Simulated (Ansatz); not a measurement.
SiO2:

```
Si O
1.0
     4.97559    0.00000    0.00000
     0.00000    4.97559    0.00000
     0.00000    0.00000    6.90089
Si O
4 8
Direct
  0.80325 0.80325 0.50000
  0.69675 0.30325 0.25000
  0.30325 0.69675 0.75000
  0.19675 0.19675 0.00000
  0.76176 0.11039 0.43204
  0.88961 0.23824 0.06796
  0.11039 0.76176 0.56796
  0.26176 0.38961 0.81796
  0.23824 0.88961 0.93204
  0.73824 0.61039 0.31796
  0.38961 0.26176 0.18204
  0.61039 0.73824 0.68204
```

The cell comes from a database or a generator and needn't be the stable form of this composition.

```yaml
Program: Ansatz 0.2.0
Task: relaxation of cell and atoms
Functional: BLYP
Potentials_or_basis: Ansatz PAW
Cutoff: "420 eV (not typed: the program's choice for these potentials)"
k_mesh: 6 × 6 × 4
Occupations: fermi-dirac, width 0.05 eV
Spin: no spin polarisation
```

At the start: volume 14.24 Å³/atom.

Q: How do energy, volume and symmetry change on relaxing?

A: It ends after 13 steps and the volume is 16.05 Å³/atom (+12.8 %); space group P4_32_12 (No. 96, to 0.05 Å).

The path:
```tsv
step	energy change (eV)	largest force (eV/Å)	volume (Å³)
1	0.0000	0.2762	170.84
2	-0.0751	0.0942	175.01
3	-0.0940	0.0934	180.49
4	-0.0922	0.0364	184.45
5	-0.0918	0.0018	184.68
6	-0.1754	0.0022	184.68
7	-0.1722	0.0098	188.50
8	-0.1656	0.0601	190.53
9	-0.1625	0.0013	191.32
10	-0.1924	0.0013	191.32
11	-0.1887	0.0028	192.42
12	-0.1879	0.0053	192.63
13	-0.1929	0.0053	192.63
```

Final structure:
```
Si O
1.0
     5.15973    0.00000    0.00000
     0.00000    5.15973    0.00000
     0.00000    0.00000    7.23543
Si O
4 8
Direct
  0.78534 0.78534 0.50000
  0.71466 0.28534 0.25000
  0.28534 0.71466 0.75000
  0.21466 0.21466 0.00000
  0.75583 0.07550 0.41498
  0.92450 0.24417 0.08502
  0.07550 0.75583 0.58502
  0.25583 0.42450 0.83502
  0.24417 0.92450 0.91498
  0.74417 0.57550 0.33502
  0.42450 0.25583 0.16498
  0.57550 0.74417 0.66498
```

Caveat: the plane-wave basis is chosen anew once the cell has moved, so the energies of steps on either side of that aren't comparable; the pressure holds a Pulay correction of +0.6 GPa for the finite cutoff; the PAW data sets come from PBE, with cores solved anew for the run's functional, which leaves a small shift of forces and pressure.
